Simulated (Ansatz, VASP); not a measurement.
Pb: VASP beside Ansatz

```xyz
1
Lattice="-2.0185 2.0185 2.0185 2.0185 -2.0185 2.0185 2.0185 2.0185 -2.0185" Properties=species:S:1:pos:R:3 pbc="T T T"
Pb    0.0000    0.0000    0.0000
```

Change from the starting cell: volume scaled by 1.06.

Alike in both runs: task single point; functional PBE; k mesh 9 × 9 × 9; occupations fermi-dirac, width 0.05 eV; no spin polarisation.

|  | VASP | Ansatz |
| --- | --- | --- |
| version | VASP 6.6.1 | Ansatz 0.2.0 |
| potentials or method | VASP PAW PBE potentials, release 64 (Pb_d), cutoff 520 eV | all-electron LAPW, scalar-relativistic |

```tsv
	VASP	Ansatz	Ansatz less VASP
gap on the k mesh at the Fermi level (eV)	none	none	-
pressure (GPa)	-1.4	-1.3	+0.05
```

A gap of «none» marks a metal or a gap that the smearing closes. Ansatz ran all-electron here, so the differences hold the error of VASP's frozen core and of both bases.

Spin-orbit coupling is left out, which matters for the levels of Pb.
